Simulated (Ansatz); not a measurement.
**BN: a vibration from a frozen displacement**

Level of theory: DFT r2SCAN, scalar-relativistic, plane waves, PAW (Ansatz 0.2.0). Cutoff 500 eV, Γ-centred 12×12×4 k-points, Gaussian smearing of 0.05 eV. No spin polarisation. Energies are free energies at this smearing, counted from the undisturbed cell; pressure is positive in compression.

Zero of the scan (relaxed at this level):

```
B N
1.0
     2.50098    0.00000    0.00000
    -1.25049    2.16591    0.00000
     0.00000    0.00000    6.87416
B N
2 2
Direct
  0.33333 0.66667 0.25000
  0.66667 0.33333 0.75000
  0.33333 0.66667 0.75000
  0.66667 0.33333 0.25000
```

The cell holds layers and no dispersion correction was added, so their binding is poorly described.

Atom 3 (N) is moved by x along the Cartesian unit vector (0.707, -0.707, 0.000); the cell and all other atoms stay fixed. The cell's volume is 37.24 Å³; the moved atoms weigh 14.007 u together and the others 35.627 u.

```
  x (Å)  ΔE (meV/cell) total force on the moved atoms along the move (eV/Å) pressure (GPa)
-0.4500        2859.56                                                9.5658         26.0548
-0.3375        1812.41                                                8.9080         16.2364
-0.2250         895.46                                                7.1823          7.9212
-0.1125         245.15                                                4.1722          2.1578
 0.0000           0.00                                                0.0000         -0.0109
 0.1125         290.47                                               -5.4015          2.5864
 0.2250        1286.57                                              -12.7404         11.4229
 0.3375        3297.57                                              -23.8880         28.4843
 0.3938        4859.75                                              -31.9639         40.9383
 0.4500        6939.05                                              -42.5037         56.5297
```

Question: What frequency belongs to this motion?

Answer: The force constant is k = −dF/dx = 42.550 eV/Å², from the parabola through x = -0.1125, 0 and 0.1125. In every cell the moved atoms swing against the rest, so the mass is μ = m₁m₂/(m₁ + m₂) = 10.054 u, and ν̃ = 521.5 cm⁻¹ × √(|k|/μ) = 1073 cm⁻¹. The pattern needn't be a normal mode: ν̃² is then a weighted mean of the squared nonzero frequencies at the zone centre of this cell, taken without macroscopic field, so it lies between the lowest and the highest of them.

Question: How far does the harmonic law reach?

Answer: At x = -0.450 Å, kx²/2 = 4308.18 meV against the computed 2859.56 meV (-33.6 %): the well softens in this direction at large amplitude.

Cost: 10 runs of about 2.1 core-minutes in all, on Intel Xeon Platinum 8488C (Sapphire Rapids) (shared hosts).